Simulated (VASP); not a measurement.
# ZrC (Fm-3m) in VASP: notebook

Aim: see how the results for ZrC move with the level of theory and the settings. Levels: PBE, r2SCAN, LDA. Tasks: relaxation of cell and atoms.

Everything below comes from runs of VASP 6.6.1. Logs are shortened: lines on timing, memory, paths and dates and some standing lists are left out, and cuts for length are marked.

## Step 1: Starting point

It takes space group Fm-3m (No. 225, cubic). Conventional cell: a = 4.730 Å, b = 4.730 Å, c = 4.730 Å, α = 90.00°, β = 90.00°, γ = 90.00°. Around Zr (site symmetry m-3m) lie 6 C at 2.37 Å. C (site symmetry m-3m) has 6 Zr at 2.37 Å as nearest neighbours.

## Step 2: Relaxation of cell and atoms, PBE

INCAR

```
SYSTEM = ZrC
  PREC = Accurate
  ENCUT = 300
  EDIFF = 1E-6
  ISMEAR = 1
  SIGMA = 0.1
  LREAL = .FALSE.
  LASPH = .TRUE.
  NELM = 80
  ALGO = Normal
  ISIF = 3
  LWAVE = .FALSE.
  LCHARG = .FALSE.
  GGA = PE
  IBRION = 2
  NSW = 90
  EDIFFG = -0.01
```

KPOINTS

```
Automatic mesh
0
G
  7 7 7
  0 0 0
```

POSCAR

```
ZrC
1.0
    0.0000000000      2.3650000000      2.3650000000
    2.3650000000      0.0000000000      2.3650000000
    2.3650000000      2.3650000000      0.0000000000
Zr C
1 1
Direct
    0.5000000000      0.5000000000      0.5000000000
    0.0000000000      0.0000000000      0.0000000000
```

Potentials or basis: VASP PAW PBE potentials, release 64 (Zr_sv, C_s).

Run with:

```
$ cat potpaw_PBE.64/Zr_sv/POTCAR potpaw_PBE.64/C_s/POTCAR > POTCAR
$ mpirun -np 1 vasp_std > vasp.out
```

OUTCAR:

```text
SYSTEM = ZrC
   PREC = Accurate
   ENCUT = 300
   EDIFF = 1E-6
   ISMEAR = 1
   LREAL = .FALSE.
   LASPH = .TRUE.
   NELM = 80
   ISIF = 3
   GGA = PE
   IBRION = 2
   NSW = 90
   EDIFFG = -0.01

 ion  position               nearest neighbor table
   1  0.500  0.500  0.500-   2 2.37   2 2.37   2 2.37   2 2.37   2 2.37   2 2.37
   2  0.000  0.000  0.000-   1 2.37   1 2.37   1 2.37   1 2.37   1 2.37   1 2.37

  LATTYP: Found a face centered cubic cell.
 ALAT       =     4.7300000000

  Lattice vectors:

 A1 = (   0.0000000000,   2.3650000000,   2.3650000000)
 A2 = (   2.3650000000,   0.0000000000,   2.3650000000)
 A3 = (   2.3650000000,   2.3650000000,   0.0000000000)

Analysis of symmetry for initial positions (statically):
=====================================================================
 Subroutine PRICEL returns:
 Original cell was already a primitive cell.

 Routine SETGRP: Setting up the symmetry group for a
 face centered cubic supercell.

 Subroutine GETGRP returns: Found 48 space group operations
 (whereof 48 operations were pure point group operations)
 out of a pool of 48 trial point group operations.

The static configuration has the point symmetry O_h .

Analysis of symmetry for dynamics (positions and initial velocities):
=====================================================================
 Subroutine PRICEL returns:
 Original cell was already a primitive cell.

 Routine SETGRP: Setting up the symmetry group for a
 face centered cubic supercell.

 Subroutine GETGRP returns: Found 48 space group operations
 (whereof 48 operations were pure point group operations)
 out of a pool of 48 trial point group operations.

The dynamic configuration has the point symmetry O_h .

 Subroutine INISYM returns: Found 48 space group operations
 (whereof 48 operations are pure point group operations),
 and found     1 'primitive' translations

----------------------------------------------------------------------------------------

                                     Primitive cell

  volume of cell :      26.4560

  direct lattice vectors                    reciprocal lattice vectors
     0.000000000  2.365000000  2.365000000    -0.211416490  0.211416490  0.211416490
     2.365000000  0.000000000  2.365000000     0.211416490 -0.211416490  0.211416490
     2.365000000  2.365000000  0.000000000     0.211416490  0.211416490 -0.211416490

  length of vectors
     3.344615075  3.344615075  3.344615075     0.366184103  0.366184103  0.366184103

  position of ions in fractional coordinates (direct lattice)
     0.500000000  0.500000000  0.500000000
     0.000000000  0.000000000  0.000000000

  ion indices of the primitive-cell ions
   primitive index   ion index
                 1           1
                 2           2

----------------------------------------------------------------------------------------

 KPOINTS: Automatic mesh

Automatic generation of k-mesh.
 Grid dimensions read from file:
 generate k-points for:    7    7    7

 Generating k-lattice:

  Cartesian coordinates                     Fractional coordinates (reciprocal lattice)
    -0.030202356  0.030202356  0.030202356     0.142857143  0.000000000  0.000000000
     0.030202356 -0.030202356  0.030202356     0.000000000  0.142857143  0.000000000
     0.030202356  0.030202356 -0.030202356     0.000000000  0.000000000  0.142857143

  Length of vectors
     0.052312015  0.052312015  0.052312015

  Shift w.r.t. Gamma in fractional coordinates (k-lattice)
     0.000000000  0.000000000  0.000000000

 Subroutine IBZKPT returns following result:
 ===========================================

 Found     20 irreducible k-points:

 Following reciprocal coordinates:
            Coordinates               Weight
  0.000000  0.000000  0.000000      1.000000
  0.142857  0.000000  0.000000      8.000000
  0.285714  0.000000  0.000000      8.000000
  0.428571  0.000000  0.000000      8.000000
  0.142857  0.142857  0.000000      6.000000
  0.285714  0.142857  0.000000     24.000000
[... 12 lines left out ...]
 -0.428571  0.428571  0.142857     24.000000
 -0.285714  0.428571  0.142857     24.000000
   k-points           NKPTS =     20   k-points in BZ     NKDIM =     20   number of bands    NBANDS=     12
   number of dos      NEDOS =    301   number of ions     NIONS =      2
   total plane-waves  NPLWV =   8000
   dimension x,y,z NGX =    20 NGY =   20 NGZ =   20
   dimension x,y,z NGXF=    40 NGYF=   40 NGZF=   40
   ions per type =               1   1
   NGX,Y,Z   is equivalent  to a cutoff of   9.94,  9.94,  9.94 a.u.
   NGXF,Y,Z  is equivalent  to a cutoff of  19.88, 19.88, 19.88 a.u.
 SYSTEM =  ZrC
   PREC   = accura    normal or accurate (medium, high low for compatibility)
   ISTART =      0    job   : 0-new  1-cont  2-samecut
   ICHARG =      2    charge: 1-file 2-atom 10-const
   ISPIN  =      1    spin polarized calculation?
   LNONCOLLINEAR =      F non collinear calculations
[... 2 lines left out ...]
   ENCUT  =  300.0 eV  22.05 Ry    4.70 a.u.   4.72  4.72  4.72*2*pi/ulx,y,z
   NELM   =     80;   NELMIN=  2; NELMDL= -5     # of ELM steps
   EDIFF  = 0.1E-05   stopping-criterion for ELM
   LREAL  =      F    real-space projection
   EDIFFG = -.1E-01   stopping-criterion for IOM
   NSW    =     90    number of steps for IOM
   IBRION =      2    ionic relax: 0-MD 1-quasi-New 2-CG
   NFREE  =      1    steps in history (QN), initial steepest desc. (CG)
   ISIF   =      3    stress and relaxation
   ISYM   =      2    0-nonsym 1-usesym 2-fastsym
   POTIM  = 0.5000    time-step for ionic-motion
   TEBEG  =    0.0;   TEEND  =   0.0 temperature during run
   PSTRESS=    0.0 pullay stress
   NELECT =      16.0000    total number of electrons
   NUPDOWN=      -1.0000    fix difference up-down
   EMIN   =  10.00;   EMAX   =-10.00  energy-range for DOS
   EFERMI =   0.00;   METHOD = LEGACY
   ISMEAR =     1;   SIGMA  =   0.10  broadening in eV -4-tet -1-fermi 0-gaus
   EFERMI_NEDOS =   21; number of points for ismear=-14 and -15
   IALGO  =     38    algorithm
   IMIX   =      4    mixing-type and parameters
     AMIX     =   0.40;   BMIX     =  1.00
     AMIX_MAG =   1.60;   BMIX_MAG =  1.00
  volume/ion in A,a.u.               =      13.23        89.27
  Fermi-wavevector in a.u.,A,eV,Ry     =   1.384439  2.616209 26.077880  1.916670
  Thomas-Fermi vector in A             =   2.508943
   LORBIT       =      0    0 simple, 1 ext, 2 COOP (PROOUT), +10 PAW based schemes
   GGA     = PE    functional components
   LHFCALC =     F    Hartree Fock is set to
   AEXX    =    0.0000 exact exchange contribution
   IVDW    =     0    specifies the selected vdW correction
   LEPSILON=     F    determine dielectric tensor
   LRPA    =     F    only Hartree local field effects (RPA)
 conjugate gradient relaxation of ions
 non-spin polarized calculation
 Methfessel and Paxton  Order N= 1 SIGMA  =   0.10
  energy-cutoff  :      300.00
  volume of cell :       26.46
 maximum number of plane-waves:       331
   NGX =  9   NGY =  9   NGZ =  9

--------------------------------------- Ionic step        1  -------------------------------------------

 number of electron      16.0000001 magnetization

 Free energy of the ion-electron system (eV)
  ---------------------------------------------------
  ext. energy  EPLUGINS =         0.00000000
  ---------------------------------------------------
  free energy    TOTEN  =       -19.44710225 eV

  energy without entropy =      -19.44637395  energy(sigma->0) =      -19.44685948

------------------------ aborting loop because EDIFF is reached ----------------------------------------

  FORCE on cell =-STRESS in cart. coord.  units (eV):
  Direction    XX          YY          ZZ          XY          YZ          ZX
  --------------------------------------------------------------------------------------
  -------------------------------------------------------------------------------------
  Total       -0.5990974     -0.5990974     -0.5990974      0.0000000      0.0000000      0.0000000
  in kB      -36.2814487    -36.2814487    -36.2814487      0.0000000      0.0000000      0.0000000
  external PRESSURE =     -36.2814487 kB  Pullay stress =       0.0000000 kB
[... 21 lines left out ...]
  energy  without entropy=      -19.4463739529  energy(sigma->0) =      -19.44685948

--------------------------------------- Ionic step        2  -------------------------------------------

 number of electron      16.0000000 magnetization

 E-fermi :  10.2030     XC(G=0): -12.2500

 val. band max:       10.0826169733   @ k =   0.1429   0.1429   0.0000
 cond. band min:      10.2391963455   @ k =   0.4286   0.4286   0.0000
 fundamental gap:      0.1565793722
 Fermi energy:        10.2029660567

 k-point     1 :       0.0000    0.0000    0.0000
  band No.  band energies     occupation
      1     -37.7588      2.00000
      2     -15.4645      2.00000
      3     -15.4645      2.00000
      4     -15.4645      2.00000
      5      -1.1380      2.00000
      6      11.1785     -0.00000
      7      11.1785     -0.00000
      8      11.1785     -0.00000
      9      11.3416     -0.00000
     10      11.3416     -0.00000
     11      11.3416     -0.00000
     12      13.1283      0.00000
[... 316 lines left out ...]
  energy  without entropy=      -19.4385326332  energy(sigma->0) =      -19.43866415

--------------------------------------- Ionic step        3  -------------------------------------------

 number of electron      16.0000001 magnetization

 Free energy of the ion-electron system (eV)
  ---------------------------------------------------
  ext. energy  EPLUGINS =         0.00000000
  ---------------------------------------------------
  free energy    TOTEN  =       -19.45218204 eV

  energy without entropy =      -19.45174095  energy(sigma->0) =      -19.45203501

 E-fermi :   9.8600     XC(G=0): -12.1163

 val. band max:        9.7714033964   @ k =   0.1429   0.1429   0.0000
 cond. band min:       9.8924781190   @ k =   0.4286   0.4286   0.0000
 fundamental gap:      0.1210747225
 Fermi energy:         9.8600444611

 k-point     1 :       0.0000    0.0000    0.0000
  band No.  band energies     occupation
      1     -38.1832      2.00000
      2     -15.9086      2.00000
      3     -15.9086      2.00000
      4     -15.9086      2.00000
      5      -1.3659      2.00000
      6      10.8490     -0.00000
      7      10.8490     -0.00000
      8      10.8490     -0.00000
      9      11.0104     -0.00000
     10      11.0104     -0.00000
     11      11.0104     -0.00000
     12      12.7274      0.00000
[... 312 lines left out ...]
  FREE ENERGIE OF THE ION-ELECTRON SYSTEM (eV)
  ---------------------------------------------------
  free  energy   TOTEN  =       -19.4521820356 eV

  energy  without entropy=      -19.4517409505  energy(sigma->0) =      -19.45203501

 reached required accuracy - stopping structural energy minimisation
```

Wall time 11 s (1 thread of Intel Xeon Platinum 8259CL at 2.50GHz (Skylake/Cascade Lake), shared host); peak memory 0.12 GiB.

These settings aren't checked as converged: the numbers below hold their error.

What came out:

- Free energy: -19.4522 eV
- Relaxed volume: 13.01 Å³/atom
- Relaxed cell: a = 3.326 Å, b = 3.326 Å, c = 3.326 Å, α = 60.00°, β = 60.00°, γ = 60.00°
- Space group after relaxing (to 0.05 Å): Fm-3m (No. 225)
- Energy gained by relaxing: 2.5 meV/atom
- Ionic steps: 3
- Band gap on the k mesh: none (metal or under the smearing width)

Caveat: the cutoff is under 1.25 times the usual one of these potentials, so pressure, stress and relaxed cells hold a basis-set (Pulay) error.

(Part 1 of 2 ends here.)
